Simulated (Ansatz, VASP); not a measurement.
## One calculation of Ti, two programs

```
Ti
1.0
     0.00000    1.98432    2.03000
     2.07567    0.00000    2.03000
     2.07567    1.98432    0.00000
Ti
1
Cartesian
  0.0000 0.0000 0.0000
```

Change from the starting cell: strain +0.0225 x Voigt [1, -1, 0, 0, 0, 0], atoms carried along.

Alike in both runs: task single point; functional PBEsol; k mesh 20 × 20 × 20; occupations gaussian, width 0.15 eV; no spin polarisation.

```csv
,VASP,Ansatz
version,VASP 6.6.1,Ansatz 0.2.0
potentials or method,"VASP PAW PBE potentials, release 64 (Ti_sv)","scalar-relativistic, plane waves, PAW"
plane-wave cutoff (eV),520,420
valence electrons in the cell,12,12
```

|  | VASP | Ansatz | Ansatz less VASP |
| --- | --- | --- | --- |
| gap on the k mesh at the Fermi level (eV) | none | none | - |
| pressure (GPa) | -0.5 | -0.2 | +0.29 |
| largest component of the traceless stress (GPa) | 0.77 | 0.76 | -0.008 |

A gap of «none» marks a metal or a gap that the smearing closes.

Caveats: the PAW data sets were made with another functional, which shifts forces and pressure a little (VASP).
